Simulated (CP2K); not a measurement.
Runs of CP2K 2026.2 on HgSe. The structure is cubic, space group F-43m (No. 216). The conventional cell has a = 6.078 Å, b = 6.078 Å, c = 6.078 Å, α = 90.00°, β = 90.00°, γ = 90.00°. Hg (site symmetry -43m) has 4 Se at 2.63 Å as nearest neighbours. Se (site symmetry -43m) is surrounded by 4 Hg at 2.63 Å. 

```tsv
level	cutoff of the non-local correlation (Ry)	cutoff radius of the dispersion sum (A)	D3 from the s-dftd3 library (D3_REFERENCE_CODE)	gap on the mesh (eV)	pressure (GPa)
r2SCAN	-	-	-	none	2.5
r2SCAN+rVV10	300	-	-	none	1.8
r2SCAN+D4	-	20	-	none	1.8
r2SCAN+D3(BJ)	-	20	yes	none	(a)
r2SCAN+D3(BJ)+ATM	-	20	yes	none	1.7
```

Alike in all rows: task single point; potentials or basis POTENTIAL_UZH Hg GTH-SCAN-q12, Se GTH-SCAN-q6; TZVP-MOLOPT-SCAN-GTH basis; no spin polarisation; cell as given; k mesh 8 × 8 × 8; smearing fermi-dirac 0.05 eV.

Q: Estimate the missing entries.

A: (a) 1.5.

Caveats: the basis of atomic orbitals isn't converged, which shifts pressures, moduli and gaps; pairwise dispersion overbinds metals, which lowers pressure and volume (some runs).

A k mesh can miss the band edges, and the runs leave out spin-orbit coupling on Hg, Se.

A gap of «none» marks a metal or a gap under the smearing width.
